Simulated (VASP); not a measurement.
# V3Si (Pm-3n) in VASP: further runs

One crystal, V3Si, is run at these levels: PBEsol, LDA; tasks: relaxation of cell and atoms.

All numbers are computed with VASP 6.6.1; they aren't measurements. Logs are shortened: lines on timing, memory, paths and dates and some standing lists are left out, and cuts for length are marked.

## Step 1: Starting point

It takes space group Pm-3n (No. 223, cubic). Conventional cell: a = 4.684 Å, b = 4.684 Å, c = 4.684 Å, α = 90.00°, β = 90.00°, γ = 90.00°. V (site symmetry -4m2) is surrounded by 2 V at 2.34 Å and 4 Si at 2.62 Å. Si (site symmetry m-3) is surrounded by 12 V at 2.62 Å.

The cell is a database's computed one.

## Step 2: Relaxation of cell and atoms, PBEsol

Input file INCAR:

```
PREC     = Accurate       # precision mode
ENCUT    = 600            # plane-wave cutoff, eV
EDIFF    = 1E-7           # SCF threshold, eV
ISMEAR   = 0              # smearing method
SIGMA    = 0.1            # smearing width, eV
LREAL    = F              # projectors in reciprocal space
LASPH    = T              # aspherical terms in the spheres
NELM     = 100            # most SCF steps
ALGO     = Normal         # electronic algorithm
ISIF     = 3              # what is computed and relaxed
LWAVE    = F              # write WAVECAR
LCHARG   = F              # write CHGCAR
GGA      = PS             # functional
IBRION   = 2              # ionic algorithm
NSW      = 90             # ionic steps
EDIFFG   = -0.005         # ionic threshold
```

Input file KPOINTS:

```
Automatic mesh
0
Gamma
  8 8 8
```

Input file POSCAR:

```
V3Si
1.0
    4.6836597300      0.0000000000      0.0000000000
    0.0000000000      4.6836597300      0.0000000000
    0.0000000000      0.0000000000      4.6836597300
V Si
6 2
Direct
    0.2500000000      0.0000000000      0.5000000000
    0.7500000000      0.0000000000      0.5000000000
    0.0000000000      0.5000000000      0.2500000000
    0.0000000000      0.5000000000      0.7500000000
    0.5000000000      0.7500000000      0.0000000000
    0.5000000000      0.2500000000      0.0000000000
    0.0000000000      0.0000000000      0.0000000000
    0.5000000000      0.5000000000      0.5000000000
```

Potentials or basis: VASP PAW PBE potentials, release 64 (V_sv, Si).

On the command line:

```bash
> cat potpaw_PBE.64/V_sv/POTCAR potpaw_PBE.64/Si/POTCAR > POTCAR
> mpirun -np 1 vasp_std > vasp.out
```

OUTCAR:

```text
PREC = Accurate
   ENCUT = 600
   EDIFF = 1E-7
   ISMEAR = 0
   LREAL = F
   LASPH = T
   NELM = 100
   ISIF = 3
   GGA = PS
   IBRION = 2
   NSW = 90
   EDIFFG = -0.005

 ion  position               nearest neighbor table
   1  0.250  0.000  0.500-   2 2.34   2 2.34   8 2.62   7 2.62   8 2.62   7 2.62   4 2.87   5 2.87
                             6 2.87   5 2.87   3 2.87   4 2.87   6 2.87   3 2.87
   2  0.750  0.000  0.500-   1 2.34   1 2.34   8 2.62   7 2.62   8 2.62   7 2.62   4 2.87   5 2.87
                             6 2.87   5 2.87   3 2.87   4 2.87   6 2.87   3 2.87
   3  0.000  0.500  0.250-   4 2.34   4 2.34   8 2.62   7 2.62   7 2.62   8 2.62   1 2.87   5 2.87
                             1 2.87   2 2.87   6 2.87   5 2.87   6 2.87   2 2.87
   4  0.000  0.500  0.750-   3 2.34   3 2.34   8 2.62   7 2.62   7 2.62   8 2.62   1 2.87   5 2.87
                             1 2.87   2 2.87   6 2.87   5 2.87   6 2.87   2 2.87
   5  0.500  0.750  0.000-   6 2.34   6 2.34   8 2.62   8 2.62   7 2.62   7 2.62   3 2.87   1 2.87
                             2 2.87   4 2.87   1 2.87   3 2.87   4 2.87   2 2.87
   6  0.500  0.250  0.000-   5 2.34   5 2.34   8 2.62   8 2.62   7 2.62   7 2.62   3 2.87   1 2.87
                             2 2.87   4 2.87   1 2.87   3 2.87   4 2.87   2 2.87
   7  0.000  0.000  0.000-   1 2.62   2 2.62   3 2.62   4 2.62   5 2.62   6 2.62   1 2.62   2 2.62
                             3 2.62   4 2.62   5 2.62   6 2.62
   8  0.500  0.500  0.500-   1 2.62   2 2.62   3 2.62   4 2.62   5 2.62   6 2.62   5 2.62   6 2.62
                             1 2.62   2 2.62   3 2.62   4 2.62

  LATTYP: Found a simple cubic cell.
 ALAT       =     4.6836597300

  Lattice vectors:

 A1 = (   4.6836597300,   0.0000000000,   0.0000000000)
 A2 = (   0.0000000000,   4.6836597300,   0.0000000000)
 A3 = (   0.0000000000,   0.0000000000,   4.6836597300)

Analysis of symmetry for initial positions (statically):
=====================================================================
 Subroutine PRICEL returns:
 Original cell was already a primitive cell.

 Routine SETGRP: Setting up the symmetry group for a
 simple cubic supercell.

 Subroutine GETGRP returns: Found 48 space group operations
 (whereof 24 operations were pure point group operations)
 out of a pool of 48 trial point group operations.

The static configuration has the point symmetry T_h .
 The point group associated with its full space group is O_h .

Analysis of symmetry for dynamics (positions and initial velocities):
=====================================================================
 Subroutine PRICEL returns:
 Original cell was already a primitive cell.

 Routine SETGRP: Setting up the symmetry group for a
 simple cubic supercell.

 Subroutine GETGRP returns: Found 48 space group operations
 (whereof 24 operations were pure point group operations)
 out of a pool of 48 trial point group operations.

The dynamic configuration has the point symmetry T_h .
 The point group associated with its full space group is O_h .

 Subroutine INISYM returns: Found 48 space group operations
 (whereof 24 operations are pure point group operations),
 and found     1 'primitive' translations

----------------------------------------------------------------------------------------

                                     Primitive cell

  volume of cell :     102.7439

  direct lattice vectors                    reciprocal lattice vectors
     4.683659730  0.000000000  0.000000000     0.213508252  0.000000000  0.000000000
     0.000000000  4.683659730  0.000000000     0.000000000  0.213508252  0.000000000
     0.000000000  0.000000000  4.683659730     0.000000000  0.000000000  0.213508252

  length of vectors
     4.683659730  4.683659730  4.683659730     0.213508252  0.213508252  0.213508252

  position of ions in fractional coordinates (direct lattice)
     0.250000000  0.000000000  0.500000000
     0.750000000  0.000000000  0.500000000
     0.000000000  0.500000000  0.250000000
     0.000000000  0.500000000  0.750000000
     0.500000000  0.750000000  0.000000000
     0.500000000  0.250000000  0.000000000
     0.000000000  0.000000000  0.000000000
     0.500000000  0.500000000  0.500000000

  ion indices of the primitive-cell ions
   primitive index   ion index
                 1           1
                 2           2
                 3           3
                 4           4
                 5           5
                 6           6
                 7           7
                 8           8

----------------------------------------------------------------------------------------

 KPOINTS: Automatic mesh

Automatic generation of k-mesh.
 Grid dimensions read from file:
 generate k-points for:    8    8    8

 Generating k-lattice:

  Cartesian coordinates                     Fractional coordinates (reciprocal lattice)
     0.026688531  0.000000000  0.000000000     0.125000000  0.000000000  0.000000000
     0.000000000  0.026688531  0.000000000     0.000000000  0.125000000  0.000000000
     0.000000000  0.000000000  0.026688531     0.000000000  0.000000000  0.125000000

  Length of vectors
     0.026688531  0.026688531  0.026688531

  Shift w.r.t. Gamma in fractional coordinates (k-lattice)
     0.000000000  0.000000000  0.000000000

 Subroutine IBZKPT returns following result:
 ===========================================

 Found     35 irreducible k-points:

 Following reciprocal coordinates:
            Coordinates               Weight
  0.000000  0.000000  0.000000      1.000000
  0.125000  0.000000  0.000000      6.000000
  0.250000  0.000000  0.000000      6.000000
  0.375000  0.000000  0.000000      6.000000
  0.500000  0.000000  0.000000      3.000000
  0.125000  0.125000  0.000000     12.000000
[... 16 lines left out ...]
  0.375000  0.375000  0.125000     24.000000
  0.500000  0.375000  0.125000     24.000000
 [... further k-points ...]
   k-points           NKPTS =     35   k-points in BZ     NKDIM =     35   number of bands    NBANDS=     51
   number of dos      NEDOS =    301   number of ions     NIONS =      8
   total plane-waves  NPLWV =  64000
   dimension x,y,z NGX =    40 NGY =   40 NGZ =   40
   dimension x,y,z NGXF=    80 NGYF=   80 NGZF=   80
   ions per type =               6   2
   NGX,Y,Z   is equivalent  to a cutoff of  14.20, 14.20, 14.20 a.u.
   NGXF,Y,Z  is equivalent  to a cutoff of  28.40, 28.40, 28.40 a.u.
 SYSTEM =  unknown system
   PREC   = accura    normal or accurate (medium, high low for compatibility)
   ISTART =      0    job   : 0-new  1-cont  2-samecut
   ICHARG =      2    charge: 1-file 2-atom 10-const
   ISPIN  =      1    spin polarized calculation?
   LNONCOLLINEAR =      F non collinear calculations
   LSORBIT =      F    spin-orbit coupling
   LASPH  =      T    aspherical Exc in radial PAW
   ENCUT  =  600.0 eV  44.10 Ry    6.64 a.u.   9.35  9.35  9.35*2*pi/ulx,y,z
   NELM   =    100;   NELMIN=  2; NELMDL= -5     # of ELM steps
   EDIFF  = 0.1E-06   stopping-criterion for ELM
   LREAL  =      F    real-space projection
   EDIFFG = -.5E-02   stopping-criterion for IOM
   NSW    =     90    number of steps for IOM
   IBRION =      2    ionic relax: 0-MD 1-quasi-New 2-CG
   NFREE  =      1    steps in history (QN), initial steepest desc. (CG)
   ISIF   =      3    stress and relaxation
   ISYM   =      2    0-nonsym 1-usesym 2-fastsym
   POTIM  = 0.5000    time-step for ionic-motion
   TEBEG  =    0.0;   TEEND  =   0.0 temperature during run
   PSTRESS=    0.0 pullay stress
   NELECT =      86.0000    total number of electrons
   NUPDOWN=      -1.0000    fix difference up-down
   EMIN   =  10.00;   EMAX   =-10.00  energy-range for DOS
   EFERMI =   0.00;   METHOD = LEGACY
   ISMEAR =     0;   SIGMA  =   0.10  broadening in eV -4-tet -1-fermi 0-gaus
   EFERMI_NEDOS =   21; number of points for ismear=-14 and -15
   IALGO  =     38    algorithm
   IMIX   =      4    mixing-type and parameters
     AMIX     =   0.40;   BMIX     =  1.00
     AMIX_MAG =   1.60;   BMIX_MAG =  1.00
  volume/ion in A,a.u.               =      12.84        86.67
  Fermi-wavevector in a.u.,A,eV,Ry     =   1.542845  2.915554 32.386912  2.380371
  Thomas-Fermi vector in A             =   2.648592
   LORBIT       =      0    0 simple, 1 ext, 2 COOP (PROOUT), +10 PAW based schemes
   GGA     = PS    functional components
   LHFCALC =     F    Hartree Fock is set to
   AEXX    =    0.0000 exact exchange contribution
   IVDW    =     0    specifies the selected vdW correction
   LEPSILON=     F    determine dielectric tensor
   LRPA    =     F    only Hartree local field effects (RPA)
 conjugate gradient relaxation of ions
 non-spin polarized calculation
 Gauss-broadening in eV      SIGMA  =   0.10
  energy-cutoff  :      600.00
  volume of cell :      102.74
 maximum number of plane-waves:      3468
 NGX is ok and might be reduce to    40
   NGX = 19   NGY = 19   NGZ = 19

--------------------------------------- Ionic step        1  -------------------------------------------

 number of electron      86.0000010 magnetization

 Free energy of the ion-electron system (eV)
  ---------------------------------------------------
  ext. energy  EPLUGINS =         0.00000000
  ---------------------------------------------------
  free energy    TOTEN  =       -73.41382454 eV

  energy without entropy =      -73.33966812  energy(sigma->0) =      -73.37674633

------------------------ aborting loop because EDIFF is reached ----------------------------------------

  FORCE on cell =-STRESS in cart. coord.  units (eV):
  Direction    XX          YY          ZZ          XY          YZ          ZX
  --------------------------------------------------------------------------------------
  -------------------------------------------------------------------------------------
  Total       -2.6428259     -2.6428259     -2.6428259     -0.0000000     -0.0000000      0.0000000
  in kB      -41.2119474    -41.2119474    -41.2119474     -0.0000000     -0.0000000      0.0000000
  external PRESSURE =     -41.2119474 kB  Pullay stress =       0.0000000 kB
[... 69 lines left out ...]
  energy  without entropy=      -73.3208008872  energy(sigma->0) =      -73.35598504

--------------------------------------- Ionic step        3  -------------------------------------------

 number of electron      86.0000053 magnetization

 Free energy of the ion-electron system (eV)
  ---------------------------------------------------
  ext. energy  EPLUGINS =         0.00000000
  ---------------------------------------------------
  free energy    TOTEN  =       -73.44136910 eV

  energy without entropy =      -73.36878817  energy(sigma->0) =      -73.40507863

 E-fermi :  10.5978     XC(G=0): -13.0177

 val. band max:       10.5964601968   @ k =   0.5000   0.3750   0.3750
 cond. band min:      10.6083874496   @ k =   0.5000   0.2500   0.2500
 fundamental gap:      0.0119272528
 Fermi energy:        10.5978361050

 k-point     1 :       0.0000    0.0000    0.0000
  band No.  band energies     occupation
      1     -52.9002      2.00000
      2     -52.8100      2.00000
      3     -52.8100      2.00000
      4     -52.5670      2.00000
      5     -52.5670      2.00000
      6     -52.5670      2.00000
[... 1285 lines left out ...]
     50      12.1910      0.00000
     51      12.6279      0.00000

 [... further k-points ...]

------------------------ aborting loop because EDIFF is reached ----------------------------------------

  FORCE on cell =-STRESS in cart. coord.  units (eV):
  Direction    XX          YY          ZZ          XY          YZ          ZX
  --------------------------------------------------------------------------------------
  -------------------------------------------------------------------------------------
  Total       -0.0187904     -0.0187904     -0.0187904      0.0000000      0.0000000      0.0000000
  in kB       -0.2991034     -0.2991034     -0.2991034      0.0000000      0.0000000      0.0000000
  external PRESSURE =      -0.2991034 kB  Pullay stress =       0.0000000 kB
[... 23 lines left out ...]
  FREE ENERGIE OF THE ION-ELECTRON SYSTEM (eV)
  ---------------------------------------------------
  free  energy   TOTEN  =       -73.4413690959 eV

  energy  without entropy=      -73.3687881719  energy(sigma->0) =      -73.40507863

 reached required accuracy - stopping structural energy minimisation
```

Run time: 5.8 min. Hardware: 1 thread of Intel Xeon Platinum 8488C (Sapphire Rapids), shared host; peak memory 0.34 GiB.

Results:

| Property | Result |
| --- | --- |
| Free energy | -73.4414 eV |
| Relaxed volume | 12.58 Å³/atom |
| Relaxed cell | a = 4.652 Å, b = 4.652 Å, c = 4.652 Å, α = 90.00°, β = 90.00°, γ = 90.00° |
| Space group after relaxing (to 0.05 Å) | Pm-3n (No. 223) |
| Energy gained by relaxing | 3.4 meV/atom |
| Ionic steps | 3 |
| Pressure after relaxing | 0.0 GPa |
| Band gap on the k mesh | none (metal or under the smearing width) |

The path:
| step | energy change (eV) | largest force (eV/Å) | pressure (GPa) | volume (Å³) |
| --- | --- | --- | --- | --- |
| 1 | 0.0000 | 0.0000 | -4.12 | 102.74 |
| 2 | 0.0227 | 0.0000 | 6.03 | 97.91 |
| 3 | -0.0275 | 0.0000 | -0.03 | 100.65 |

Final structure:
```
CELL_PARAMETERS angstrom
4.65166 0.00000 0.00000
0.00000 4.65166 0.00000
0.00000 0.00000 4.65166
ATOMIC_POSITIONS crystal
V 0.25000 0.00000 0.50000
V 0.75000 0.00000 0.50000
V 0.00000 0.50000 0.25000
V 0.00000 0.50000 0.75000
V 0.50000 0.75000 0.00000
V 0.50000 0.25000 0.00000
Si 0.00000 0.00000 0.00000
Si 0.50000 0.50000 0.50000
```

Caveat: the PAW data sets were made with another functional, which shifts forces and pressure a little.

(Continued in part 2 of 2.)
